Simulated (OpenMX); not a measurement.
Runs of OpenMX 3.8.5 on ZrB2. The structure is hexagonal, space group P6/mmm (No. 191). The conventional cell has a = 3.170 Å, b = 3.170 Å, c = 3.533 Å, α = 90.00°, β = 90.00°, γ = 120.00°. Zr (site symmetry 6/mmm) has 12 B at 2.54 Å as nearest neighbours. B (site symmetry -6m2) has 3 B at 1.83 Å as nearest neighbours. 

| task | level | potentials or basis | grid points, held for all volumes | max SCF cycles | pressure (GPa) | V0 of scaled cells (Å³/atom) | B0 (GPa) | largest force (eV/Å) |
| --- | --- | --- | --- | --- | --- | --- | --- | --- |
| equation of state | LDA | OpenMX 2013 LDA set, Zr7.0-s3p2d2, B7.0-s2p2d1, fixed grid of 32 × 32 × 42 points | 32 × 32 × 42 | - | - | 9.94 | 259 | - |
| band structure | LDA | OpenMX 2013 LDA set, Zr7.0-s3p2d2, B7.0-s2p2d1, grid cutoff 400 Ry | - | 100 | (a) | - | - | 0.01 |
| equation of state | PBE | OpenMX 2013 PBE set, Zr7.0-s3p2d2, B7.0-s2p2d1, fixed grid of 32 × 32 × 42 points | 32 × 32 × 42 | - | - | 10.33 | (b) | - |
| single point | PBE | OpenMX 2013 PBE set, Zr7.0-s3p2d2, B7.0-s2p2d1, grid cutoff 400 Ry | - | 100 | 2.0 | - | - | 0.01 |

Alike in all rows: no spin polarisation; cell as given; k mesh 11 × 11 × 9; smearing fermi-dirac 0.05 eV.

Q: Fill in the values left out.

A: (a) -7.3; (b) 238.

Caveats: the basis of atomic orbitals isn't converged, which shifts pressures, moduli and gaps; volumes in these bases differ from converged ones by about 1 %, for some elements by several (some runs); the cell was scaled at fixed shape and fractional positions, which overstates the stiffness of a crystal with free parameters, most of all of layers and chains (some runs).

Not every run made on this cell is shown here.
